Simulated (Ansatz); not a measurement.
**Zn started on a Sn site next to Sn started in the widest void in rutile SnO2, 73 atoms, charge +2**

All numbers come from Ansatz (PAW, plane waves, no spin–orbit coupling) at the single k point (¼, ¼, ¼) without its symmetry partners. The atoms were relaxed with PBEsol in a fixed cell; other functionals are single points on those atoms unless said otherwise. The valence top and gap of the host come from its small cell on a dense mesh, with the band extrema sought between the mesh points, lined up by the mean potential, PBEsol gap 0.92 eV, HSE06 gap 2.75 eV. The charge correction uses an assumed dielectric constant of 12.

Relaxed structure:

```cif
data_structure
_symmetry_space_group_name_H-M 'P 1'
_symmetry_Int_Tables_number 1
_cell_length_a 9.5381
_cell_length_b 9.5381
_cell_length_c 9.6363
_cell_angle_alpha 90.000
_cell_angle_beta 90.000
_cell_angle_gamma 90.000
_cell_volume 876.66
loop_
_atom_site_label
_atom_site_type_symbol
_atom_site_fract_x
_atom_site_fract_y
_atom_site_fract_z
_atom_site_occupancy
Sn1 Sn 0.00012 0.99590 0.99618 1
Sn2 Sn 0.00114 0.99423 0.33171 1
Sn3 Sn 0.00015 0.99579 0.66715 1
Sn4 Sn 0.00003 0.49042 0.99616 1
Sn5 Sn 0.99903 0.49210 0.33170 1
Sn6 Sn 0.00000 0.49059 0.66714 1
Sn7 Sn 0.50014 0.98949 0.99845 1
Sn8 Sn 0.49498 0.02267 0.33179 1
Sn9 Sn 0.50028 0.98947 0.66493 1
Sn10 Sn 0.49993 0.49685 0.99843 1
Sn11 Sn 0.49993 0.49689 0.66492 1
Sn12 Sn 0.24395 0.24289 0.16208 1
Sn13 Sn 0.24389 0.24289 0.50131 1
Sn14 Sn 0.25482 0.24563 0.83167 1
Sn15 Sn 0.23878 0.74097 0.16171 1
Sn16 Sn 0.23916 0.74105 0.50157 1
Sn17 Sn 0.25079 0.74479 0.83166 1
Sn18 Sn 0.75621 0.24345 0.16209 1
Sn19 Sn 0.75626 0.24347 0.50132 1
Sn20 Sn 0.74532 0.24072 0.83169 1
Sn21 Sn 0.76136 0.74530 0.16171 1
Sn22 Sn 0.76101 0.74535 0.50157 1
Sn23 Sn 0.74935 0.74157 0.83166 1
Sn24 Sn 0.50521 0.46366 0.33176 1
Zn1 Zn 0.50006 0.74313 0.33060 1
O1 O 0.15498 0.14572 0.99562 1
O2 O 0.15581 0.14259 0.33167 1
O3 O 0.15492 0.14573 0.66775 1
O4 O 0.15567 0.64100 0.99564 1
O5 O 0.15278 0.64468 0.33170 1
O6 O 0.15576 0.64106 0.66758 1
O7 O 0.65600 0.13947 0.00073 1
O8 O 0.65535 0.15596 0.33172 1
O9 O 0.65605 0.13949 0.66268 1
O10 O 0.65483 0.64760 0.00166 1
O11 O 0.66599 0.63353 0.33165 1
O12 O 0.65475 0.64766 0.66175 1
O13 O 0.34412 0.34686 0.00070 1
O14 O 0.34477 0.33044 0.33171 1
O15 O 0.34411 0.34689 0.66265 1
O16 O 0.34534 0.83867 0.00168 1
O17 O 0.33417 0.85279 0.33159 1
O18 O 0.34540 0.83875 0.66176 1
O19 O 0.84519 0.34060 0.99564 1
O20 O 0.84433 0.34376 0.33168 1
O21 O 0.84521 0.34065 0.66777 1
O22 O 0.84444 0.84534 0.99568 1
O23 O 0.84736 0.84167 0.33168 1
O24 O 0.84441 0.84530 0.66761 1
O25 O 0.09424 0.39510 0.16543 1
O26 O 0.09422 0.39514 0.49795 1
O27 O 0.09685 0.39385 0.83163 1
O28 O 0.09121 0.89446 0.16336 1
O29 O 0.09133 0.89443 0.49997 1
O30 O 0.09622 0.89508 0.83169 1
O31 O 0.59719 0.39082 0.15935 1
O32 O 0.59722 0.39074 0.50409 1
O33 O 0.59411 0.39610 0.83169 1
O34 O 0.58850 0.88870 0.17731 1
O35 O 0.58850 0.88891 0.48599 1
O36 O 0.59316 0.89097 0.83171 1
O37 O 0.40300 0.09557 0.15940 1
O38 O 0.40290 0.09555 0.50409 1
O39 O 0.40605 0.09026 0.83167 1
O40 O 0.41152 0.59743 0.17733 1
O41 O 0.41180 0.59762 0.48600 1
O42 O 0.40699 0.59539 0.83171 1
O43 O 0.90589 0.09120 0.16543 1
O44 O 0.90594 0.09122 0.49794 1
O45 O 0.90328 0.09249 0.83165 1
O46 O 0.90901 0.59190 0.16335 1
O47 O 0.90876 0.59188 0.49995 1
O48 O 0.90393 0.59128 0.83169 1
```

Chemical potentials μ are those of reference phases of the elements at zero temperature by the same functional (the usual solids, diamond for C, grey Sn, and the molecules H2, N2, O2, F2, Cl2, Br2 and S8).

```csv
functional,E(defect) − E(host) − Σ nμ + q·E_VBM (eV),monopole (eV),alignment (eV),formation energy at E_F = VBM (eV),moment (μB),"wall time, shared host"
PBEsol,-2.81,0.71,0.13,-1.97,0 (no spin),33 s on NVIDIA GB300 (relaxation)
HSE06,-5.10,0.71,0.15,-4.24,0 (no spin),29 s on NVIDIA GB300
```

HSE06 one-electron levels near the gap (the ten most localised at most), from the host's valence top, not corrected for the charge's images:

```csv
level (eV),spin,filling,atoms sharing it,element of the atom with most weight
-0.29,both,2.00,30.2,spread
-0.20,both,2.00,24.8,spread
0.02,both,2.00,44.9,spread
```

All elements are taken at their own reference at once; growth conditions in equilibrium with the host shift these energies, by up to the host's formation enthalpy.

One k point and a cell of this size can leave errors of several tenths of an eV in such numbers.
